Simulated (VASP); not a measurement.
# InP: single point with revPBE

**Measured values to compare with.**

From a printed reference work, data compilation, for a bulk crystal of InP at 1.6 K: band gap 1.4236 eV (direct).

Crystal: InP.

```xyz
2
Lattice="0.0000 3.0013 3.0013 3.0013 0.0000 3.0013 3.0013 3.0013 0.0000" Properties=species:S:1:pos:R:3 pbc="T T T"
In    0.0000    0.0000    0.0000
P     4.5019    4.5019    4.5019
```

| Item | Value |
| --- | --- |
| Program | VASP 6.6.1 |
| Task | single point |
| Functional | revPBE |
| Potentials or basis | VASP PAW PBE potentials, release 64 (In_d, P) |
| Cutoff | 520 eV |
| k mesh | 8 × 8 × 8 |
| Occupations | fermi-dirac, width 0.05 eV |
| Spin | no spin polarisation |
| Dipole correction | no |
| Further INCAR settings | ALGO = Normal; EDIFF = 1e-06; NBANDS = 16 |

```yaml
Pressure: -0.1 GPa
Band_gap_on_the_k_mesh: 0.42 eV, direct
```

Levels at points of the mesh, in eV from the valence-band top:
| k point | band 7 | band 8 | band 9 | band 10 | band 11 | band 12 |
| --- | --- | --- | --- | --- | --- | --- |
| (0.00, 0.00, 0.00) | 0.00 | 0.00 | 0.00 | 0.42 | 4.12 | 4.12 |
| (0.50, 0.00, 0.00) | -5.33 | -0.87 | -0.87 | 1.40 | 4.83 | 4.83 |
| (0.50, 0.50, 0.00) | -5.42 | -2.08 | -2.08 | 1.97 | 2.32 | 8.90 |

It took 12 s on 1 thread of Intel(R) Xeon(R) Platinum 8488C (Sapphire Rapids), on a shared host, peak memory 0.18 GiB.

Against the measured gap of InP, 1.4236 eV (direct; 1.6 K; a printed reference work, data compilation), the calculated 0.42 eV is off by -1.01 eV. So large a miss can be the level of theory's own, or it may mean another phase, state or a wrong row. Spin-orbit coupling on In is left out. The value is that of revPBE, without temperature or zero-point motion. Semilocal functionals fall short of measured gaps as a rule.

Caveat: the PAW data sets were made with another functional, which shifts forces and pressure a little; spin-orbit coupling is left out, which moves the levels of the heavy elements.
